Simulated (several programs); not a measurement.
Many methods on one cell: CdF2 (fluorite)

CdF2 in the fluorite structure, relaxed with r2SCAN in Ansatz, was computed with several methods. It is cubic, Fm-3m (No. 225); a = 5.388 Å in the conventional setting, 13.04 Å³ an atom. Cd is surrounded by 8 F at 2.33 Å; F is surrounded by 4 Cd at 2.33 Å. Spin-unpolarised throughout; all numbers are computed.

```cif
data_structure
_symmetry_space_group_name_H-M 'P 1'
_symmetry_Int_Tables_number 1
_cell_length_a 3.8101
_cell_length_b 3.8101
_cell_length_c 3.8101
_cell_angle_alpha 60.000
_cell_angle_beta 60.000
_cell_angle_gamma 60.000
_cell_volume 39.11
loop_
_atom_site_label
_atom_site_type_symbol
_atom_site_fract_x
_atom_site_fract_y
_atom_site_fract_z
_atom_site_occupancy
Cd1 Cd 0.00000 0.00000 0.00000 1
F1 F 0.25000 0.25000 0.25000 1
F2 F 0.75000 0.75000 0.75000 1
```

Gaps and times are for a single point on this cell; volume and bulk modulus come from each method's own relaxation or energy curve at fixed shape. Times are rough, from shared hosts (Arm Neoverse N1; Arm Neoverse V1), and each method has its own mesh and cell size. A dagger marks a closed or tiny gap in a crystal that DFT finds insulating: a failure of the method or a wrong SCF state. A star marks a curve whose lowest point is an end point. PM6 (MOPAC), PM7 (MOPAC), GFN1-xTB (tblite), GFN2-xTB (tblite) treat a cluster of cells at its zone centre, which samples few k points: where these miss a band edge, the gap comes out too large for that reason alone. Gaps from k meshes are read at a limited set of points (mesh, symmetry points, PBE's band edges), so each method's own least gap may be somewhat smaller. xTB and the PM methods were fitted mostly to molecules, and can miss a solid's gap by electronvolts. Minimal bases can be far off for gaps. Times of the plane-wave ladder aren't listed, since it ran on unlike processors and cards. GLLB-SC's gap includes the derivative discontinuity. d marks a direct gap, i an indirect one (no mark: not told apart), a dash a value that wasn't computed or didn't pass its checks.

| method | kind | gap (eV) | own volume (Å³/atom) | bulk modulus (GPa) | atoms computed | processor time |
| --- | --- | --- | --- | --- | --- | --- |
| light PBE (260 eV and a coarse mesh) | light plane-wave | 3.20 i | – | – | 3 | 0.78 s |
| PBE | semilocal | 3.10 i | 13.72 | 93 | 3 | – |
| PM7 (MOPAC) | semi-empirical | 9.47 | – | – | cluster | 4.1 s |
| GFN1-xTB (tblite) | tight binding | 0.00† | – | – | cluster | 4.2 s |
| r2SCAN | semilocal | 3.79 i | 13.04 | 113 | 3 | – |
| GFN2-xTB (tblite) | tight binding | 4.41 | – | – | cluster | 8.6 s |
| PBE/single zeta (GPAW) | small basis | 2.56 i | – | – | 3 | 8.7 s |
| PBE/SZV (CP2K) | small basis | 2.63 i | 14.35* | 92* | 3 | 10 s |
| GLLB-SC (GPAW) | model potential | 6.17 | – | – | 3 | 12 s |
| PBE+SOC | semilocal | 3.10 i | – | – | 3 | – |
| PBE/DZVP (CP2K) | small basis | 3.04 i | 13.94 | 91 | 3 | 29 s |
| PM6 (MOPAC) | semi-empirical | 3.02 | – | – | cluster | 61 s |
| PBE0 | hybrid | 5.96 i | – | – | 3 | – |
| HSE06 | hybrid | 5.21 i | – | – | 3 | – |

Against HSE06 (5.21 eV) and with closed or daggered gaps left aside, the nearest gap at the points sampled is that of PBE0 (+0.75 eV) and the farthest that of PM7 (MOPAC) (+4.26 eV). HSE06 is only a yardstick of convenience: for gaps this wide it usually falls short of measured ones, so a larger value can be the better one.

Volumes against r2SCAN's: PBE +5.2 %, PBE/DZVP (CP2K) +6.9 %.

Only the rows marked +SOC include spin-orbit coupling.
